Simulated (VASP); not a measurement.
Here is a VASP 6.6.1 calculation.

INCAR

```
SYSTEM = GaP
PREC = Accurate ; ENCUT = 600
EDIFF = 1E-7 ; ISMEAR = 0
SIGMA = 0.03 ; LREAL = .FALSE.
LASPH = .TRUE. ; NELM = 80
ALGO = Normal ; ISIF = 3
LWAVE = .FALSE. ; LCHARG = .FALSE.
GGA = CA ; IBRION = 2
NSW = 90 ; EDIFFG = -0.005
```

Contents of KPOINTS:

```
regular mesh
0
G
  8 8 8
  0 0 0
```

POSCAR

```
GaP                                     
1.0
   -0.0000000000      2.6966856200      2.6966856200
    2.6966856200      0.0000000000      2.6966856200
    2.6966856200      2.6966856200      0.0000000000
  Ga              P             
     1     1
Direct
     0.0000000000000000    0.0000000000000000    0.0000000000000000
     0.2500000000000000    0.2500000000000000    0.2500000000000000
```

Potentials or basis: VASP PAW LDA potentials, release 64 (Ga_d, P).

The run is started by

```bash
$ cat potpaw_LDA.64/Ga_d/POTCAR potpaw_LDA.64/P/POTCAR > POTCAR
$ mpirun -np 1 vasp_std > vasp.out
```

**Question.** What does it give for the band gap on the k mesh?

**Answer.** 1.43 eV, indirect (least direct gap 1.90 eV).

Final structure:
```
CELL_PARAMETERS angstrom
0.00000 2.69669 2.69669
2.69669 0.00000 2.69669
2.69669 2.69669 0.00000
ATOMIC_POSITIONS crystal
Ga 0.00000 0.00000 0.00000
P 0.25000 0.25000 0.25000
```

Caveat: the relaxation stopped at its first step, so nothing moved. A k mesh can miss the band edges.
